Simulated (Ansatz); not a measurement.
**TaN: stress in a strained cell**

Aim: deform TaN (xy engineering shear strain of +1 %) and compute stress, forces and field gradients with LAPW, PAW and all-electron datasets made for the crystal.

Program: Ansatz 0.2.0. Level of theory: DFT PBE, scalar-relativistic. These are calculated values, not measurements.

1 further run of the same task is left out (it didn't finish).

**1. Starting point**

The structure is hexagonal, space group P-6m2 (No. 187). The conventional cell has a = 2.938 Å, b = 2.938 Å, c = 2.883 Å, α = 90.00°, β = 90.00°, γ = 120.00°. Around Ta (site symmetry -6m2) lie 6 N at 2.23 Å. Around N (site symmetry -6m2) lie 6 Ta at 2.23 Å.

As a file:

```
CELL_PARAMETERS angstrom
2.93800 0.00000 0.00000
-1.46900 2.54438 0.00000
0.00000 0.00000 2.88300
ATOMIC_POSITIONS crystal
Ta 0.33333 0.66667 0.50000
N 0.00000 0.00000 0.00000
```

Atoms are numbered in the order of the input: Ta1, N2.

**2. The deformed structure**

Space group P-6m2 before, Pm after.

**3. All-electron LAPW**

Contents of input.yaml:

```yaml
crystal:
  lattice:
    - [2.9379988584, 0.0146899943, 0.0]
    - [-1.456277521, 2.5370366506, 0.0]
    - [0.0, 0.0, 2.883]
  atoms:
    - { symbol: Ta, position: [0.3333333333, 0.6666666667, 0.5] }
    - { symbol: "N", position: [0.0, 0.0, 0.0] }
kpoints:
  mp_grid: { grid: [12, 12, 10] }
scf:
  occupations: { method: fermi_dirac, width: 0.02 }
hamiltonian:
  xc: pbe
  pseudopotentials: { kind: all_electron, lapw: { basis_error: 0.0005 } }
output:
  forces: true
  stress: true
  eigenvalues: true
```

**4. Frozen-core PAW**

Edit input.yaml of step 3 so:

```diff
@@ -14,3 +14,3 @@
   xc: pbe
-  pseudopotentials: { kind: all_electron, lapw: { basis_error: 0.0005 } }
+  pseudopotentials: { kind: paw }
 output:
@@ -19 +19,2 @@
   eigenvalues: true
+  efg: { contact_densities: true }
```

**5. Datasets made for this crystal**

Edit input.yaml of step 4 so:

```diff
@@ -14,3 +14,3 @@
   xc: pbe
-  pseudopotentials: { kind: paw }
+  pseudopotentials: { kind: all_electron, datasets: crystal }
 output:
```

(Steps that only read results are left out.)

**Question.** What will these runs give? Wanted: pressure; largest shear or deviatoric stress.

The runs gave:

| quantity | value |
| --- | --- |
| pressure | LAPW 4.87, PAW 4.71, crystal datasets 4.88 GPa |
| largest shear or deviatoric stress (LAPW) | 2.23 GPa |

**Reading.** The largest part of the stress beyond the pressure is 2.23 GPa in size, in the xy component; the atoms are carried along and not relaxed. No run of the undeformed cell stands beside it, so the pressure holds what the given cell had before the change. PAW: stress within 0.18 GPa of LAPW. Crystal datasets: stress within 0.01 GPa of LAPW. Spin-orbit coupling is left out, though the cell holds Ta; in elements this heavy it can shift bands and gaps by tenths of an eV.
